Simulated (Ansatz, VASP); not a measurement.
# Pt: VASP beside Ansatz

The input INCAR:

```
SYSTEM = Pt
PREC     = Accurate       ! precision mode
ENCUT    = 520            ! plane-wave cutoff, eV
EDIFF    = 1E-7           ! SCF threshold, eV
ISMEAR   = 0              ! smearing method
SIGMA    = 0.02           ! smearing width, eV
LREAL    = .False.        ! projectors in reciprocal space
LASPH    = .True.         ! aspherical terms in the spheres
NELM     = 100            ! most SCF steps
ALGO     = Fast           ! electronic algorithm
ISIF     = 2              ! what is computed and relaxed
LWAVE    = .False.        ! write WAVECAR
LCHARG   = .True.         ! write CHGCAR
GGA      = PS             ! functional
LELF     = .True.         ! ELF
LVHAR    = .True.       
NBANDS   = 11             ! bands
```

The input KPOINTS:

```
Automatic mesh
0
Gamma
  12 12 12
  0 0 0
```

File POSCAR:

```
Pt
2.7731
    0.000000000000      0.707114781292      0.707114781292
    0.707114781292      0.000000000000      0.707114781292
    0.707114781292      0.707114781292      0.000000000000
Pt
1
Direct
    0.0000000000      0.0000000000      0.0000000000
```

The input input.yaml:

```yaml
crystal:
  lattice:
    - [0.0, 1.9609, 1.9609]
    - [1.9609, 0.0, 1.9609]
    - [1.9609, 1.9609, 0.0]
  atoms:
    - { symbol: Pt, position: [0.0, 0.0, 0.0] }
hamiltonian:
  xc: pbesol
  pseudopotentials: { kind: paw }
kpoints:
  mp_grid: { grid: [12, 12, 12] }
scf:
  occupations: { method: gaussian, width: 0.02 }
output:
  forces: true
  stress: true
  eigenvalues: true
  write_density: true
  write_potential: true
  elf: true
  volumetric_format: npy
```

Alike in both runs: task single point; functional PBEsol; k mesh 12 × 12 × 12; occupations gaussian, width 0.02 eV; no spin polarisation.

|  | VASP | Ansatz |
| --- | --- | --- |
| version | VASP 6.6.1 | Ansatz 0.2.0 |
| potentials or method | VASP PAW PBE potentials, release 64 (Pt) | Ansatz PAW |
| plane-wave cutoff (eV) | 520 | 420 |
| valence electrons in the cell | 10 | 18 |

|  | VASP | Ansatz | Ansatz less VASP |
| --- | --- | --- | --- |
| gap on the k mesh at the Fermi level (eV) | none | none | - |
| pressure (GPa) | -1.1 | -0.6 | +0.41 |

A gap of «none» marks a metal or a gap that the smearing closes. The two sets of potentials don't hold the same shells in valence.

Caveats: the PAW data sets were made with another functional, which shifts forces and pressure a little (VASP); the PAW data sets come from PBE, with cores solved anew for the run's functional, which leaves a small shift of forces and pressure (Ansatz). The runs have no spin-orbit coupling, so splittings on Pt are missing.
